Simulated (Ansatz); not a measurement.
# Sb (Antimony): the cost of one run

All numbers are computed with Ansatz 0.2.0 through its Python package. The levels of theory stand in the script.

### Step 1. The system

Symmetry: Im-3m, No. 229, cubic system. The conventional cell has a = 3.450 Å, b = 3.450 Å, c = 3.450 Å, α = 90.00°, β = 90.00°, γ = 90.00°. Sb (site symmetry m-3m) is surrounded by 8 Sb at 2.99 Å.

The script holds or builds the structure itself.

### Step 2. The script

Input file lattice_sb.py:

```python
# -*- coding: utf-8 -*-
from dataclasses import dataclass

import ansatz as az
import numpy as np


@dataclass
class Options:
    cutoff: int = 470
    kmesh: tuple[int, ...] = (10, 10, 10)
    occupations: str = "Fermi-Dirac"
    fmax: float = 0.05


cfg = Options()

def edges_and_angles(cell):
    cell = np.asarray(cell)
    a, b, c = np.linalg.norm(cell, axis=1)
    cosines = cell[1] @ cell[2] / (b * c), cell[0] @ cell[2] / (a * c), cell[0] @ cell[1] / (a * b)
    return (a, b, c, *np.degrees(np.arccos(cosines)))


def main():
    lattice = az.Lattice.of(
        [-1.725, 1.725, 1.725],
        [1.725, -1.725, 1.725],
        [1.725, 1.725, -1.725],
    )
    sites = [
        ("Sb", [0.0, 0.0, 0.0]),
    ]
    structure = az.Crystal(lattice=lattice)
    for symbol, position in sites:
        structure = structure.atom(symbol, position)

    setup = (
        structure.calculation()
        .basis(cfg.cutoff)
        .kpoints(mesh=cfg.kmesh)
        .occupations(cfg.occupations)
        .relax(cell=True, force_tolerance=cfg.fmax)
    )

    levels = [("pbesol", "none"), ("r2scan", "d4"), ("pbe", "d4"), ("lda", "none")]
    print("level            a       b       c    alpha   beta  gamma  V/atom  steps")
    for name, dispersion in levels:
        seen = []
        run = setup.functional(name, dispersion=dispersion).session().plan()
        out = run.execute(on_event=lambda e: seen.append(e) if e["event"] == "relax_step" else None)
        cell = out.lattice.cell_ang
        label = name if dispersion == "none" else f"{name}+{dispersion}"
        print("{:13s} {:7.4f} {:7.4f} {:7.4f} {:6.2f} {:6.2f} {:6.2f}".format(label, *edges_and_angles(cell)), f"{abs(np.linalg.det(cell)) / len(out.lattice.sites):7.3f} {len(seen):5d}")


if __name__ == "__main__":
    main()
```

### Step 3. The input behind the calls

The package turns the script's settings into the engine's input (first run):

```yaml
crystal:
  lattice:
    - [-1.725, 1.725, 1.725]
    - [1.725, -1.725, 1.725]
    - [1.725, 1.725, -1.725]
  atoms:
    - { symbol: Sb, position: [0.0, 0.0, 0.0] }
basis:
  ecutwfc: 470.0
kpoints:
  mp_grid:
    grid: [10, 10, 10]
hamiltonian:
  xc: pbesol
  dispersion: none
scf:
  occupations:
    method: fermi_dirac
relax:
  f_tol: 0.05
  cell: {}
```

### Step 4. The run

Command:

```
> python lattice_sb.py
```

Q: Estimate wall time and peak memory on 1 thread of Arm Neoverse V1, shared host.

About 26 s, with a peak of 0.45 GiB.
